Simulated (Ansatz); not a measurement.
**E(M) for Gd (R-3m)**

```
Gd
1.0
     1.82486    1.05358    8.90239
    -1.82486    1.05358    8.90239
     0.00000   -2.10716    8.90239
Gd
3
Cartesian
  0.0000 0.0000 0.0000
  0.0000 0.0000 5.9533
  0.0000 0.0000 20.7538
```

The source of the geometry is a structure from the Materials Project; atoms and cell stay fixed.

Settings: PBE, 11×11×11 k mesh, Fermi–Dirac smearing of 0.1 eV. PAW means Ansatz 0.2.0 on its default frozen-core files. Site moments are integrated in spheres about the atoms. Start moments (μB): Gd1 7, Gd2 7, Gd3 7.

The total moment M of the cell is held by giving each spin its own Fermi level. Half their difference over μB is the field that would hold M, so μB·B = dF/dM. Energies count from each method's free run. The held moment starts on the atoms that carry the free run's moments.

The free PAW run: Site moments (μB): Gd1 7.28, Gd2 7.28, Gd3 7.28. Cell moment 22.57 μB.

```csv
M (μB/cell),ΔF PAW (meV/cell),"B, PAW (T)","largest site moment, PAW (μB)","pressure, PAW (GPa)"
19.19,+445.9,-4745,6.61,-0.5
24.83,?,+5025,7.78,0.7
27.09,+1230.1,?,8.20,2.3
30.47,+8634.0,+176093,8.90,2.8
```

Q: Give the missing entry: row "24.83", column "ΔF PAW (meV/cell)".

A: +302.5.

Q: What belongs in the row "27.09", column "B, PAW (T)"?

A: +9031.

Against an unpolarised PAW run, spin polarisation gains 6973.9 meV per atom; the pressure goes from -1.5 to -0.4 GPa.

Q: Check μB·B = dF/dM between M = 24.83 and 27.09 μB with the PAW numbers.

A: ΔF/ΔM = +927.6 meV / 2.26 = +410.4 meV per μB, which is +7091 T with μB = 0.05788 meV/T. The mean of the two holding fields is +7028 T. The slope equals the mean of B over the step, so the two agree where B(M) is nearly straight between its ends, and here they lie within a tenth of each other.

Separate runs put a uniform field on the spins (g = 2):

```
field (T)  M PAW (μB/cell)  M LAPW (μB/cell)
      300           22.780            22.766
      600           22.968            22.956
```

Without U a semilocal functional puts the f levels too near the Fermi level, which can change moments and the order of magnetic states; site and cell moments are spin moments. Spin–orbit coupling is left out although heavy atoms are present. With open f shells a run can end in a state that isn't the lowest. None of this fixes the real material's magnetic order: only patterns that fit the cell were computed, at zero temperature, with a functional that can overstate moments. Left out because they would open the f shell, whose fillings are many: PAW, total moment held at 5.64 μB; PAW, total moment held at 11.29 μB; LAPW, total moment held at 11.29 μB; PAW, total moment held at 15.8 μB; and 1 more. Left out because they may lie on a higher state: LAPW, free moments; PAW, total moment held at 0 μB.
